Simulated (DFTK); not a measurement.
The system is Fe.

```
Fe
1.0
    -1.44300    1.44300    1.44300
     1.44300   -1.44300    1.44300
     1.44300    1.44300   -1.44300
Fe
1
Direct
  0.00000 0.00000 0.00000
```

Base run:

| Property | Result |
| --- | --- |
| Program | DFTK 0.8.2 |
| Functional | PBE |
| Potentials or basis | dojo.nc.sr.pbe.v0_5.standard.upf (PBE) |
| Cutoff | 1225 eV |
| k mesh | 13 × 13 × 13 |
| Occupations | fermi-dirac, width 0.05 eV |
| Spin | collinear spin, ferromagnetic start |
| Starting moments | [3.0] μB |

Its results: band gap on the k mesh none (metal or under the smearing width); pressure -5.0 GPa; net moment 2.46 μB per cell; site moments Fe +2.46 μB.

The run is repeated on the same cell with these changes: potentials or basis from dojo.nc.sr.pbe.v0_5.standard.upf (PBE) to dojo.nc.sr.pbe.v0_5.stringent.upf (PBE); cutoff from 1225 eV to 1605 eV. What comes out?

Band gap on the k mesh none (metal or under the smearing width); pressure -7.9 GPa; net moment 2.35 μB per cell; site moments Fe +2.35 μB.
